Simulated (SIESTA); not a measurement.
**VO2 under changes of volume**

One of the cells (10.308 Å³/atom); the others are scaled copies at fixed shape and fractional positions:

```
V O
1.0
     4.50720    0.00000    0.00000
     0.00000    4.50720    0.00000
     0.00000    0.00000    3.04445
V O
2 4
Direct
  0.50000 0.50000 0.50000
  0.00000 0.00000 0.00000
  0.20036 0.79964 0.50000
  0.79964 0.20036 0.50000
  0.70036 0.70036 0.00000
  0.29964 0.29964 0.00000
```

The cell is a database's computed one.

* Program: SIESTA 5.4.2
* Functional: vdW-DF-cx
* Potentials or basis: PseudoDojo 0.4 standard (PBE files)
* Basis: DZP (energy shift 0.003 Ry; two zetas on semicore shells)
* Grid cutoff: 800 Ry
* Energy shift: 0.003 Ry
* k mesh: 4 × 4 × 6
* Occupations: fermi-dirac, width 0.05 eV
* Spin: collinear spin, ferromagnetic start
* Starting moments: [2.0, 2.0, 0.0, 0.0, 0.0, 0.0] μB

| volume (Å³/atom) | energy over the lowest point (meV/atom) | pressure (GPa) | largest force (eV/Å) |
| --- | --- | --- | --- |
| 9.689 | 0.00 | 2.2 | 0.227 |
| 9.896 | 0.89 | -3.2 | 0.243 |
| 10.102 | 8.32 | -8.0 | 0.252 |
| 10.308 | 21.55 | -12.3 | 0.263 |
| 10.514 | ? | ? | ? |
| 10.720 | 62.85 | -19.4 | 0.283 |
| 10.926 | 89.86 | -22.4 | 0.292 |

Problem. What does the run at 10.514 Å³/atom give?

Solution. Energy over the lowest point 39.92 meV/atom; pressure -16.0 GPa; largest force 0.276 eV/Å.

Worked out: A Birch-Murnaghan fit of order 3 (a polynomial in V^(-2/3)) to the other rows has its minimum at 9.77 Å³/atom with B0 = V·E''(V) = 259 GPa and B' = 4.6 at fixed shape and positions, which overstates the stiffness. It gives 39.91 meV/atom at 10.514 Å³/atom, against the run's 39.92, and -dE/dV = -16.1 GPa, against -16.0.

Energies are extrapolated to zero smearing.

Caveats: the potentials were made for another functional, which shifts forces and pressure; the basis of atomic orbitals isn't converged, which shifts pressures, moduli and gaps.
